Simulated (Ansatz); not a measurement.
# Barrier of one jump, H in BN

Computed with DFT PBE, scalar-relativistic, plane waves, PAW in Ansatz. Run with 420 eV cutoff, 2×2×2 k-mesh, Gaussian smearing of 0.02 eV, no spin polarisation.

In a supercell of 28 host sites with charge +1, interstitial H hops to an equivalent place, moving 1.57 Å between the relaxed ends. Climbing-image nudged elastic band at fixed cell with images 0 (start) to 6 (end), the path measured over all atoms, converged to 0.05 eV/Å; the order of the saddle wasn't checked, and the small cell leaves errors of about a tenth of an eV. Zero-point motion and tunnelling, which matter for H, are left out.

Command:

```bash
ansatz run input.yaml --threads 4 --pin off --max-ram 10240MiB --backend cpu --events-out ev --progress --plain --runs-dir out
```

Input:

```yaml
crystal:
  lattice:
    - [1.2560905718, -6.5268380678, 0.0]
    - [-6.280452859, 2.1756126893, 0.0]
    - [0.0, 0.0, -8.3431635353]
  atoms:
    - { symbol: B, position: [0.6189659417, 0.5263543039, 0.7666509058] }
    - { symbol: B, position: [0.3328104002, 0.6695388545, 0.7666943077] }
    - { symbol: B, position: [0.0467680852, 0.8115162966, 0.7671394751] }
    - { symbol: B, position: [0.4762721535, 0.0977885169, 0.7671625694] }
    - { symbol: B, position: [0.1899666732, 0.2407017844, 0.7657340904] }
    - { symbol: B, position: [0.9042476177, 0.383748847, 0.7665995118] }
    - { symbol: B, position: [0.7610453023, 0.9544163734, 0.7666083382] }
    - { symbol: B, position: [0.67111362, 0.3217749228, 0.2301810795] }
    - { symbol: B, position: [0.393865169, 0.4741979891, 0.219959246] }
    - { symbol: B, position: [0.1001773543, 0.6063962824, 0.2301831839] }
    - { symbol: B, position: [0.5289448721, 0.8929936118, 0.2342659096] }
    - { symbol: B, position: [0.2452109597, 0.0280409991, 0.2203537756] }
    - { symbol: B, position: [0.9477530822, 0.1767442474, 0.2199346094] }
    - { symbol: B, position: [0.815536762, 0.7508499981, 0.2301578436] }
    - { symbol: "N", position: [0.6246249265, 0.5131572507, 0.2292907782] }
    - { symbol: "N", position: [0.3386117099, 0.6548205697, 0.2310169402] }
    - { symbol: "N", position: [0.0533982014, 0.7973069209, 0.2295162251] }
    - { symbol: "N", position: [0.4811054264, 0.0833316098, 0.2312151987] }
    - { symbol: "N", position: [0.1956368979, 0.2262644787, 0.1841712305] }
    - { symbol: "N", position: [0.9087965978, 0.3685404738, 0.2292655075] }
    - { symbol: "N", position: [0.7671189213, 0.9408585096, 0.2309665347] }
    - { symbol: "N", position: [0.6662178033, 0.3358297836, 0.7669354006] }
    - { symbol: "N", position: [0.3804264479, 0.4786235834, 0.7683776756] }
    - { symbol: "N", position: [0.0947564492, 0.6215226387, 0.7668744778] }
    - { symbol: "N", position: [0.5233398302, 0.9072413702, 0.7667758121] }
    - { symbol: "N", position: [0.2376380172, 0.0502325993, 0.7697930057] }
    - { symbol: "N", position: [0.9519477022, 0.1929221642, 0.7682565261] }
    - { symbol: "N", position: [0.8090760961, 0.7643650146, 0.7668878867] }
    - { symbol: H, position: [0.195920108, 0.2254324042, 0.0582413751] }
total_charge: 1
basis:
  ecutwfc: 420
  xc_grid: 2
kpoints:
  mp_grid: { grid: [2, 2, 2], shift: [0.0, 0.0, 0.0] }
hamiltonian:
  xc: pbe
scf:
  occupations: { method: gaussian, width: 0.02 }
output:
  forces: true
neb:
  images: 5
  f_tol: 0.05
  max_iterations: 70
  order_check: false
  final_atoms:
    - { symbol: B, position: [0.6130346666, 0.5348642877, 0.7698421564] }
    - { symbol: B, position: [0.3283940742, 0.6793180033, 0.7698168161] }
    - { symbol: B, position: [0.0347062596, 0.8115162966, 0.780040754] }
    - { symbol: B, position: [0.4808183463, 0.1089700383, 0.7800653906] }
    - { symbol: B, position: [0.1833604689, 0.2576732866, 0.7796462244] }
    - { symbol: B, position: [0.8996265565, 0.3927206739, 0.7657340904] }
    - { symbol: B, position: [0.7574578085, 0.9639393629, 0.7698189205] }
    - { symbol: B, position: [0.6675261262, 0.3312979123, 0.2333916618] }
    - { symbol: B, position: [0.3818033434, 0.4741979891, 0.2328605249] }
    - { symbol: B, position: [0.0957610283, 0.6161754313, 0.2333056923] }
    - { symbol: B, position: [0.5243238109, 0.9019654387, 0.2334004882] }
    - { symbol: B, position: [0.2386047554, 0.0450125013, 0.2342659096] }
    - { symbol: B, position: [0.9522992751, 0.1879257688, 0.2328374306] }
    - { symbol: B, position: [0.8096054868, 0.7593599818, 0.2333490942] }
    - { symbol: "N", position: [0.6194953324, 0.5213492711, 0.2331121133] }
    - { symbol: "N", position: [0.3338149793, 0.664191647, 0.2331255222] }
    - { symbol: "N", position: [0.0481449807, 0.8070907023, 0.2316223244] }
    - { symbol: "N", position: [0.4766237264, 0.0927921215, 0.2317434739] }
    - { symbol: "N", position: [0.1909334114, 0.2354816865, 0.2302069943] }
    - { symbol: "N", position: [0.9052315983, 0.3784729155, 0.2332241879] }
    - { symbol: "N", position: [0.7623536252, 0.9498845021, 0.2330645994] }
    - { symbol: "N", position: [0.6614525073, 0.3448557761, 0.7690334653] }
    - { symbol: "N", position: [0.3751732272, 0.4884073648, 0.7704837749] }
    - { symbol: "N", position: [0.0899597187, 0.6308937161, 0.7689830598] }
    - { symbol: "N", position: [0.5197748307, 0.9171738119, 0.7707344925] }
    - { symbol: "N", position: [0.2329345307, 0.059449807, 0.8158287695] }
    - { symbol: "N", position: [0.9474660022, 0.2023826759, 0.7687848013] }
    - { symbol: "N", position: [0.8039465021, 0.772557035, 0.7707092218] }
    - { symbol: H, position: [0.2326513205, 0.0602818815, -0.0582413751] }
```

Course of the band:

```csv
iteration,largest band force (eV/Å),climbing image,energies over image 0 (eV)
1,2.575,none,0.000 0.618 1.461 1.779 1.461 0.618 0.000
2,2.762,none,0.000 0.167 0.612 1.112 0.612 0.167 0.000
3,2.294,none,0.000 0.090 0.191 0.809 0.191 0.090 0.000
4,0.969,none,0.000 0.018 0.093 0.669 0.093 0.018 0.000
5,0.422,3,0.000 0.004 0.038 0.482 0.038 0.004 0.000
6,0.667,3,0.000 -0.002 0.006 0.397 0.006 -0.002 0.000
7,0.235,3,0.000 -0.003 -0.007 0.346 -0.007 -0.003 0.000
8,0.116,3,0.000 -0.004 -0.010 0.322 -0.010 -0.004 0.000
9,0.158,3,0.000 -0.004 -0.011 0.313 -0.011 -0.004 0.000
10,0.036,3,0.000 -0.005 -0.011 0.309 -0.011 -0.005 0.000
```

Final band:

```csv
image,path (Å),E − E(0) (eV),H x (Å),H y (Å),H z (Å),force on H (eV/Å)
0,0.00,0.000,-1.170,-0.788,-0.486,0.01
1,1.37,-0.005,-0.938,-0.916,-0.484,0.01
2,2.74,-0.011,-0.735,-1.029,-0.466,0.02
3,4.11,0.309,-0.628,-1.088,0.000,0.00
4,5.48,-0.011,-0.521,-1.146,0.466,0.02
5,6.85,-0.005,-0.318,-1.259,0.484,0.01
6,8.23,0.000,-0.086,-1.387,0.486,0.01
```

Barrier 0.31 eV. It took 4.7 min on 4 threads of Intel(R) Xeon(R) Processor @ 2.70GHz, on a shared host, peak memory 1.7 GiB.